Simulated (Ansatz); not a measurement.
B under changes of volume

One of the cells (6.700 Å³/atom); the others are scaled copies at fixed shape and fractional positions:

```xyz
1
Lattice="1.8852 0.0000 0.0000 0.0000 1.8852 0.0000 0.0000 0.0000 1.8852" Properties=species:S:1:pos:R:3 pbc="T T T"
B     0.9426    0.9426    0.9426
```

The cell was built by a generator and needn't be a form met in nature.

* Program: Ansatz 0.2.0
* Functional: PBE0
* Potentials or basis: Ansatz PAW
* Cutoff: 420 eV (not typed: the program's choice for these potentials)
* k mesh: 7 × 7 × 7
* Occupations: fermi-dirac, width 0.05 eV
* Spin: no spin polarisation

```csv
volume (Å³/atom),energy over the lowest point (meV/atom),pressure (GPa)
6.298,8.87,11.1
6.432,1.97,5.2
6.566,0.00,-0.1
6.700,2.11,-5.0
6.834,?,?
6.968,17.87,-13.5
7.102,30.81,-17.2
```

Task: What does the run at 6.834 Å³/atom give?

Result: Energy over the lowest point 8.28 meV/atom; pressure -9.5 GPa.

Worked out: A Birch-Murnaghan fit of order 3 (a polynomial in V^(-2/3)) to the other rows has its minimum at 6.56 Å³/atom with B0 = V·E''(V) = 252 GPa and B' = 3.6. It gives 8.22 meV/atom at 6.834 Å³/atom, against the run's 8.28, and -dE/dV = -9.5 GPa, against -9.5.

Energies are extrapolated to zero smearing.

Caveats: all runs use coarse meshes; the PAW data sets come from PBE, with cores solved anew for the run's functional, which leaves a small shift of forces and pressure; the thresholds are loose for stress.
